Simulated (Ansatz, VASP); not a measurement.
This is a calculation of Ti for Ansatz 0.2.0.

The input input.yaml:

```yaml
crystal:
  lattice:
    - [-1.641, 1.641, 1.641]
    - [1.641, -1.641, 1.641]
    - [1.641, 1.641, -1.641]
  atoms:
    - { symbol: Ti, position: [0.0, 0.0, 0.0] }
hamiltonian:
  xc: blyp
  pseudopotentials: { kind: paw }
  dispersion: d3bj
kpoints:
  mp_grid: { grid: [11, 11, 11] }
scf:
  occupations: { method: fermi_dirac, width: 0.05 }
output:
  forces: true
  stress: true
relax:
  f_tol: 0.01
  max_steps: 40
  cell: { stress_tol: 0.05 }
```

Potentials or basis: Ansatz PAW.

Launch:

```console
$ ansatz run input.yaml --threads 2 --pin off --max-ram 5632MiB --backend cpu --events-out ev --progress --plain --runs-dir out
```

Q: Translate it to VASP 6.6.1. Potentials there: VASP PAW PBE potentials, release 64 (Ti_sv).

A: As run (the cutoff follows the program's own potentials):

INCAR

```
SYSTEM = Ti
PREC = Accurate
ENCUT = 600
EDIFF = 1E-6
ISMEAR = -1
SIGMA = 0.05
LREAL = .FALSE.
LASPH = .TRUE.
NELM = 60
ALGO = Normal
ISIF = 3
LWAVE = .FALSE.
LCHARG = .FALSE.
GGA = B5
ALDAX = 1.0
AGGAX = 1.0
AGGAC = 1.0
ALDAC = 0.0
IVDW = 12
VDW_S6 = 1.0
VDW_S8 = 2.6996
VDW_A1 = 0.4298
VDW_A2 = 4.2359
IBRION = 2
NSW = 60
EDIFFG = -0.01
```

Contents of KPOINTS:

```
Automatic mesh
0
G
  11 11 11
  0 0 0
```

The input POSCAR:

```
Ti
1.0
   -1.6410000000      1.6410000000      1.6410000000
    1.6410000000     -1.6410000000      1.6410000000
    1.6410000000      1.6410000000     -1.6410000000
Ti
1
Direct
    0.0000000000      0.0000000000      0.0000000000
```

Potentials or basis: VASP PAW PBE potentials, release 64 (Ti_sv).

Launch:

```sh
$ cat potpaw_PBE.64/Ti_sv/POTCAR > POTCAR
$ mpirun -np 1 vasp_std > vasp.out
```

Both were run:

|  | VASP | Ansatz | Ansatz less VASP |
| --- | --- | --- | --- |
| relaxed volume (Å³/atom) | 15.29 | 15.32 | +0.024 |
| relaxed cell length with the largest relative difference (Å) | 2.708 | 2.710 | +0.0014 |
| energy change over the relaxation (meV/atom) | -113 | -111 | +1.4 |

Caveats: the volume moved by -13 % from the deposited cell, more than functionals usually miss; the PAW data sets were made with another functional, which shifts forces and pressure a little (VASP); pairwise dispersion overbinds metals, which lowers pressure and volume (VASP); the plane-wave basis is chosen anew once the cell has moved, so the energies of steps on either side of that aren't comparable (Ansatz); the PAW data sets come from PBE, with cores solved anew for the run's functional, which leaves a small shift of forces and pressure (Ansatz).
